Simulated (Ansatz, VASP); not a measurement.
One calculation of Ni, two programs

File POSCAR:

```
Ni
1.0
   -1.3928794157      1.3928794157      1.3928794157
    1.3928794157     -1.3928794157      1.3928794157
    1.3928794157      1.3928794157     -1.3928794157
Ni
1
Direct
    0.0000000000      0.0000000000      0.0000000000
```

File INCAR.step1:

```
  PREC = Accurate
  ENCUT = 520
  ISMEAR = -1
  SIGMA = 0.05
  LREAL = False
  LASPH = True
  NELM = 150
  ISPIN = 2
  MAGMOM = 1
  LMAXMIX = 4
  NBANDS = 15
  GGA = PE
  ALGO = Normal
  EDIFF = 1E-4
  LWAVE = True
  LCHARG = False
```

INCAR.step2

```
  PREC = Accurate
  ENCUT = 520
  EDIFF = 1E-6
  ISMEAR = -1
  SIGMA = 0.05
  LREAL = False
  LASPH = True
  NELM = 150
  ALGO = Normal
  ISIF = 2
  LWAVE = False
  LCHARG = False
  ISPIN = 2
  MAGMOM = 1
  LORBIT = 11
  LMAXMIX = 4
  METAGGA = R2SCAN
  LMIXTAU = True
  NBANDS = 15
  ISTART = 1
```

KPOINTS

```
regular mesh
0
Gamma
  13 13 13
```

File input.yaml:

```yaml
crystal:
  lattice:
    - [-1.3928794157, 1.3928794157, 1.3928794157]
    - [1.3928794157, -1.3928794157, 1.3928794157]
    - [1.3928794157, 1.3928794157, -1.3928794157]
  atoms:
    - { symbol: Ni, position: [0.0, 0.0, 0.0], spin: 1.0 }
hamiltonian:
  xc: r2scan
  pseudopotentials: { kind: paw }
magnetization:
  spin_polarized: true
kpoints:
  mp_grid: { grid: [13, 13, 13] }
scf:
  occupations: { method: fermi_dirac, width: 0.05 }
output:
  forces: true
  stress: true
  eigenvalues: true
```

This isn't the form of Ni at room conditions, which is fcc.

Alike in both runs: task single point; functional r2SCAN; k mesh 13 × 13 × 13; occupations fermi-dirac, width 0.05 eV; collinear spin.

|  | VASP | Ansatz |
| --- | --- | --- |
| version | VASP 6.6.1 | Ansatz 0.2.0 |
| potentials or method | VASP PAW PBE potentials, release 64 (Ni) | Ansatz PAW |
| plane-wave cutoff (eV) | 520 | 500 |
| valence electrons in the cell | 10 | 18 |

VASP gave:

- gap on the k mesh at the Fermi level (eV): none
- pressure (GPa): -3.6
- net moment per atom (μB): 0.65
- size of the moment on the site where the two differ most (μB): 0.67

What did Ansatz give for the same quantities?

gap on the k mesh at the Fermi level (eV): none; pressure (GPa): -4.4; net moment per atom (μB): 0.65; size of the moment on the site where the two differ most (μB): 0.71.

Site moments also hang on the region over which each program counts them. A gap of «none» marks a metal or a gap that the smearing closes. With one functional, cell and mesh, what is left measures potentials, basis and numerics. The two sets of potentials don't hold the same shells in valence.

Caveats: the PAW data sets were made with another functional, which shifts forces and pressure a little (VASP); the magnetic or orbital state may not be the lowest (Ansatz); the PAW data sets come from PBE, with cores solved anew for the run's functional, which leaves a small shift of forces and pressure (Ansatz).
